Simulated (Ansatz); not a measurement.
## Nb under changes of volume

One of the cells (18.428 Å³/atom); the others are scaled copies at fixed shape and fractional positions:

```xyz
1
Lattice="-1.6640 1.6640 1.6640 1.6640 -1.6640 1.6640 1.6640 1.6640 -1.6640" Properties=species:S:1:pos:R:3 pbc="T T T"
Nb    0.0000    0.0000    0.0000
```

* Program: Ansatz 0.2.0
* Functional: LDA
* Potentials or basis: all-electron LAPW, scalar-relativistic
* Cutoff: 216 eV (chosen from the basis error)
* Basis error allowed: 0.001 eV/atom
* k mesh: 11 × 11 × 11
* Occupations: fermi-dirac, width 0.05 eV
* Spin: no spin polarisation

| volume (Å³/atom) | energy over the lowest point (meV/atom) | pressure (GPa) |
| --- | --- | --- |
| 17.322 | 0.00 | -1.4 |
| 17.691 | 7.49 | -5.1 |
| 18.060 | 22.99 | -8.5 |
| 18.428 | ? | ? |
| 18.797 | 75.61 | -14.4 |
| 19.165 | 111.60 | -17.0 |
| 19.534 | 153.28 | -19.3 |

Task: What does the run at 18.428 Å³/atom give?

Result: Energy over the lowest point 45.89 meV/atom; pressure -11.6 GPa.

Worked out: A Birch-Murnaghan fit of order 3 (a polynomial in V^(-2/3)) to the other rows has its minimum at 17.19 Å³/atom, just outside them, with B0 = V·E''(V) = 183 GPa and B' = 3.0. It gives 45.89 meV/atom at 18.428 Å³/atom, against the run's 45.89, and -dE/dV = -11.5 GPa, against -11.6.

Energies are extrapolated to zero smearing.
